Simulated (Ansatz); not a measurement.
**Zr on a N site in ZrN**

Aim: make a Zr on a N site in a supercell of 32 atoms of ZrN, relax it, and find its formation energy, moment and surroundings.

Program: Ansatz 0.2.0. Level of theory: DFT PBE, scalar-relativistic, plane waves, PAW. These are calculated values, not measurements.

2 further runs of the same task are left out: 2 set aside as unsound or not needed.

**1. The system as given**

The structure is cubic, space group Fm-3m (No. 225). Conventional cell: a = 4.595 Å, b = 4.595 Å, c = 4.595 Å, α = 90.00°, β = 90.00°, γ = 90.00°. Around Zr (site symmetry m-3m) lie 6 N at 2.30 Å. N (site symmetry m-3m) has 6 Zr at 2.30 Å as nearest neighbours.

As a file:

```cif
data_structure
_symmetry_space_group_name_H-M 'Fm-3m'
_symmetry_Int_Tables_number 225
_cell_length_a 4.5946
_cell_length_b 4.5946
_cell_length_c 4.5946
_cell_angle_alpha 90.000
_cell_angle_beta 90.000
_cell_angle_gamma 90.000
_cell_volume 96.99
loop_
_atom_site_label
_atom_site_type_symbol
_atom_site_symmetry_multiplicity
_atom_site_Wyckoff_symbol
_atom_site_fract_x
_atom_site_fract_y
_atom_site_fract_z
_atom_site_occupancy
Zr1 Zr 4 b 0.50000 0.00000 0.00000 1
N1 N 4 a 0.00000 0.00000 0.00000 1
```

It goes back to an entry of the Materials Project, which need not be the stable form.

It is the result of an earlier relaxation at this level (volume 12.12 Å³/atom; gap on the mesh: none (metal)).

**2. Host supercell without the defect**

Contents of input.yaml:

```yaml
crystal:
  lattice:
    - [4.5945978679, 4.5945978679, 4.5945978679]
    - [-4.5945978679, 4.5945978679, -4.5945978679]
    - [-4.5945978679, -4.5945978679, 4.5945978679]
  atoms:
    - { symbol: Zr, position: [0.5, 0.0, 0.0] }
    - { symbol: Zr, position: [0.5, 0.75, 0.25] }
    - { symbol: Zr, position: [0.75, 0.75, 0.0] }
    - { symbol: Zr, position: [0.5, 0.5, 0.5] }
    - { symbol: Zr, position: [0.75, 0.5, 0.25] }
    - { symbol: Zr, position: [0.0, 0.5, 0.0] }
    - { symbol: Zr, position: [0.5, 0.25, 0.75] }
    - { symbol: Zr, position: [0.75, 0.25, 0.5] }
    - { symbol: Zr, position: [0.0, 0.25, 0.25] }
    - { symbol: Zr, position: [0.25, 0.25, 0.0] }
    - { symbol: Zr, position: [0.75, 0.0, 0.75] }
    - { symbol: Zr, position: [0.0, 0.0, 0.5] }
    - { symbol: Zr, position: [0.25, 0.0, 0.25] }
    - { symbol: Zr, position: [0.0, 0.75, 0.75] }
    - { symbol: Zr, position: [0.25, 0.75, 0.5] }
    - { symbol: Zr, position: [0.25, 0.5, 0.75] }
    - { symbol: "N", position: [0.5, 0.25, 0.25] }
    - { symbol: "N", position: [0.5, 0.0, 0.5] }
    - { symbol: "N", position: [0.75, 0.0, 0.25] }
    - { symbol: "N", position: [0.5, 0.75, 0.75] }
    - { symbol: "N", position: [0.75, 0.75, 0.5] }
    - { symbol: "N", position: [0.0, 0.75, 0.25] }
    - { symbol: "N", position: [0.5, 0.5, 0.0] }
    - { symbol: "N", position: [0.75, 0.5, 0.75] }
    - { symbol: "N", position: [0.0, 0.5, 0.5] }
    - { symbol: "N", position: [0.25, 0.5, 0.25] }
    - { symbol: "N", position: [0.75, 0.25, 0.0] }
    - { symbol: "N", position: [0.0, 0.25, 0.75] }
    - { symbol: "N", position: [0.25, 0.25, 0.5] }
    - { symbol: "N", position: [0.0, 0.0, 0.0] }
    - { symbol: "N", position: [0.25, 0.0, 0.75] }
    - { symbol: "N", position: [0.25, 0.75, 0.0] }
basis:
  ecutwfc: 420
  xc_grid: 2
kpoints:
  mp_grid: { grid: [4, 4, 4], shift: [0.5, 0.5, 0.5] }
hamiltonian:
  xc: pbe
scf:
  occupations: { method: gaussian, width: 0.1 }
output:
  forces: true
  stress: true
  eigenvalues: true
```

Command:

```sh
$ ansatz run input.yaml --threads 4 --pin off --max-ram 10240MiB --backend cpu --events-out ev --progress --plain --runs-dir out
```

Standard output, shortened:

```text
Warning: RAYON_NUM_THREADS=4 ignored (pool sized by the plan → 4); use --threads N
[...]
Pseudopotentials: kind: paw
Pseudopotential: Zr, paw, valence charge 12, recommended cutoff 420 eV (normal), Zr.paw.azcp
Pseudopotential: N, paw, valence charge 5, recommended cutoff 420 eV (normal), N.paw.azcp
Functional definition: PBE
[...]
Crystal: 32 atoms, lattice volume = 387.974 Å³
Basis set: ecut = 420 eV, 7635 PW (Γ), exchange–correlation on 108×108×108 points (8 copies of the dense FFT grid, shifted against one another)
Bands: 168, of which v1, the nominal top of the filled ones, is band 136 counted from 1 (135 counted from 0)
Symmetry: 768 space group operations
Space group: Fm-3m (ITA 225), of the structure as read, at distance tolerance 7.3e-5 Å
k-points: 6 of 64
[...]
SCF iter   1: F=—  HF=-73140.988075 eV  |F-HF|=—  |Δ(HF+E_count)|=         —  Δρ=1.74e-3  dr2=1.45e-2  ethr=1.77e-3  ⟨swp⟩=4.8  Hψ=3669  notcnv=0
[...]
SCF iter   6: F=-73140.973173 eV  HF=-73140.973173 eV  |F-HF|=5.82e-10  |Δ(HF+E_count)|=   5.87e-8  Δρ=2.32e-6  dr2=1.53e-8  ethr=3.68e-11  ⟨swp⟩=8.8  Hψ=3555  notcnv=0
[...]
SCF converged after 6 iterations
Free energy (F): -73140.973173 eV
[...]
E sigma→0 (E₀):  -73140.944151 eV
Entropy (-TS):   -0.058044 eV (-1.814 meV/atom)
Fermi energy:    17.540611 eV
[...]
--- Forces (eV/Å), atoms counted from 1 ---
  atom   1  Zr    -0.00000000     0.00000000    -0.00000000
  atom   2  Zr    -0.00000000     0.00000000     0.00000000
  atom   3  Zr    -0.00000000    -0.00000000    -0.00000000
  atom   4  Zr    -0.00000000     0.00000000     0.00000000
  atom   5  Zr    -0.00000000    -0.00000000     0.00000000
  atom   6  Zr    -0.00000000     0.00000000    -0.00000000
  atom   7  Zr     0.00000000     0.00000000    -0.00000000
  atom   8  Zr    -0.00000000    -0.00000000    -0.00000000
[...]
--- Stress (GPa, compression-positive) ---
        0.021336       0.000000      -0.000000
       -0.000000       0.021336       0.000000
       -0.000000      -0.000000       0.021336
  P = ⅓ Tr σ = 0.0213 GPa (0.213 kbar)
--- Band table (eV; the first three rows and the last of 6) ---
[...]
```

Run time: 5 s. Hardware: 4 threads of Arm Neoverse V2, shared host; peak memory 1.7 GiB.

The supercell's rows, in vectors of the relaxed cell: 1 1 1; 1 -3 1; 1 1 -3.

**3. Setting up the defect**

The atom at (0.500, 0.250, 0.250) of the supercell is replaced. The other atoms start on their ideal sites. Its neighbours are 6 Zr at 2.30 Å.

**4. Relaxation at the host's cell**

input.yaml: that of step 2 with these lines changed.

```diff
@@ -22,3 +22,3 @@
     - { symbol: Zr, position: [0.25, 0.5, 0.75] }
-    - { symbol: "N", position: [0.5, 0.25, 0.25] }
+    - { symbol: Zr, position: [0.5, 0.25, 0.25] }
     - { symbol: "N", position: [0.5, 0.0, 0.5] }
@@ -49,3 +49,7 @@
   forces: true
-  stress: true
+  stress: false
   eigenvalues: true
+relax:
+  adjacent_minimum: "off"
+  f_tol: 0.025
+  max_steps: 45
```

Command:

```sh
$ ansatz run input.yaml --threads 4 --pin off --max-ram 10240MiB --backend cpu --events-out ev --progress --plain --runs-dir out
```

Standard output, shortened:

```text
Warning: RAYON_NUM_THREADS=4 ignored (pool sized by the plan → 4); use --threads N
[...]
[... 4 set-up lines as earlier in the session ...]
[...]
Crystal: 32 atoms, lattice volume = 387.974 Å³
Basis set: ecut = 420 eV, 7635 PW (Γ), exchange–correlation on 108×108×108 points (8 copies of the dense FFT grid, shifted against one another)
Bands: 172, of which v1, the nominal top of the filled ones, is band 140 counted from 1 (139 counted from 0)
Symmetry: 48 space group operations
Space group: Im-3m (ITA 229), of the structure as read, at distance tolerance 7.3e-5 Å
k-points: 6 of 64
[...]
SCF iter   1: F=—  HF=-76924.088995 eV  |F-HF|=—  |Δ(HF+E_count)|=         —  Δρ=1.07e-2  dr2=6.35e-1  ethr=1.77e-3  ⟨swp⟩=4.8  Hψ=3891  notcnv=0  defer=1
[...]
relax step   4: F+E_penalty+E_count = -76926.37641569 eV  Δ(F+E_penalty+E_count) = -3.939e-7 eV  max|allowed force component| = 6.719e-3 eV/Å  Δτ_max = 0.0000 Å  (7 SCF iters, accepted)
SCF converged after 7 iterations
Free energy (F): -76926.376416 eV
[...]
E sigma→0 (E₀):  -76926.330784 eV
Entropy (-TS):   -0.091264 eV (-2.852 meV/atom)
Fermi energy:    18.033758 eV
[...]
--- Forces (eV/Å), atoms counted from 1 ---
  atom   1  Zr     0.00671945     0.00000000    -0.00000000
  atom   2  Zr     0.00000000     0.00000000    -0.00000000
  atom   3  Zr     0.00000000    -0.00000000    -0.00000000
  atom   4  Zr    -0.00671945     0.00000000    -0.00000000
  atom   5  Zr     0.00000000     0.00671945    -0.00000000
  atom   6  Zr    -0.00000000     0.00000000    -0.00000000
  atom   7  Zr     0.00000000     0.00000000    -0.00000000
  atom   8  Zr     0.00000000     0.00000000     0.00671945
[...]
--- Band table (eV; the first three rows and the last of 6) ---
```

**5. The log goes on: Zr on a N site (a), charge +0, atoms relaxed at the host's cell**

Output, continued, shortened:

```text
[...]
--- Relaxed structure (4 steps of the walk, 4 accepted, 0 SCFs on fresh bases) ---
  F+E_penalty+E_count = -76926.37641569 eV   max|allowed force component| = 6.719e-3 eV/Å
  atoms:
    - { symbol: Zr, position: [0.5, -0.019833389526309142, -0.019833389526309142] }
    - { symbol: Zr, position: [0.5000000000000001, 0.7500000000000002, 0.25000000000000006] }
    - { symbol: Zr, position: [0.75, 0.75, 2.5072157376687645e-20] }
    - { symbol: Zr, position: [0.5, 0.5198333895263092, 0.5198333895263092] }
    - { symbol: Zr, position: [0.7698333895263094, 0.5198333895263093, 0.25000000000000006] }
    - { symbol: Zr, position: [0.0, 0.5, 0.0] }
    - { symbol: Zr, position: [0.5, 0.25000000000000006, 0.75] }
    - { symbol: Zr, position: [0.7698333895263093, 0.24999999999999994, 0.5198333895263093] }
    - { symbol: Zr, position: [-1.9541534425948157e-19, 0.25, 0.25] }
[...]
    - { symbol: N, position: [0.7537415343614446, 0.7574830687228893, 0.5037415343614446] }
    - { symbol: N, position: [0.0, 0.75, 0.24999999999999994] }
    - { symbol: N, position: [0.49999999999999994, 0.5037415343614445, -0.003741534361444582] }
    - { symbol: N, position: [0.7537415343614446, 0.5037415343614446, 0.7574830687228893] }
    - { symbol: N, position: [0.007483068722889164, 0.5037415343614445, 0.5037415343614445] }
    - { symbol: N, position: [0.24625846563855547, 0.5037415343614446, 0.25] }
    - { symbol: N, position: [0.7537415343614446, 0.24999999999999994, -0.0037415343614445318] }
    - { symbol: N, position: [0.0, 0.24999999999999994, 0.75] }
    - { symbol: N, position: [0.2462584656385554, 0.25, 0.5037415343614446] }
    - { symbol: N, position: [-0.007483068722889164, -0.003741534361444582, -0.003741534361444582] }
    - { symbol: N, position: [0.24625846563855536, -0.0037415343614445873, 0.7425169312771109] }
    - { symbol: N, position: [0.24625846563855536, 0.7425169312771109, -0.0037415343614445873] }
```

Run time: 28 s. Hardware: 4 threads of Arm Neoverse V2, shared host; peak memory 1.8 GiB.

Step by step:

| step | energy from step 1 (eV/cell) | largest force component (eV/Å) |
| --- | --- | --- |
| 1 | 0.0000 | 4.1451 |
| 2 | -2.3948 | 0.2443 |
| 3 | -2.4029 | 0.0059 |
| 4 | -2.4029 | 0.0067 |

Step 1 is the start. Step 4 solves the same geometry again.

The largest move, 0.18 Å, is shared by several atoms, Zr4 among them.

**6. Formation energy and levels**

| charge | E(defect cell) - E(host) (eV) | formation energy (eV) | moment over the host's (μB) | largest move (Å) | neighbours |
| --- | --- | --- | --- | --- | --- |
| 0 | -3785.387 | 14.44 | 0.00 | 0.18 | 6 Zr at 2.48 Å |

Atoms are taken from and returned to the elements' standard states: N -384.013 eV, Zr -4183.835 eV an atom at this level.

**7. Summary of results**

| quantity | value |
| --- | --- |
| formation energy, neutral | 14.44 eV |
| nearest atoms after relaxation, one image of each, neutral | 6 Zr at 2.48 Å |

In words: Forming the neutral defect takes 14.44 eV with the elements as reservoirs. Spin polarisation was off in the neutral run, so a moment could not show there. With 32 host sites the defect feels its images, so energies are good to tenths of an eV at best. A distortion of lower symmetry was not tried. Spin polarisation is off in the runs that give these values; a magnetic solution could lie lower.
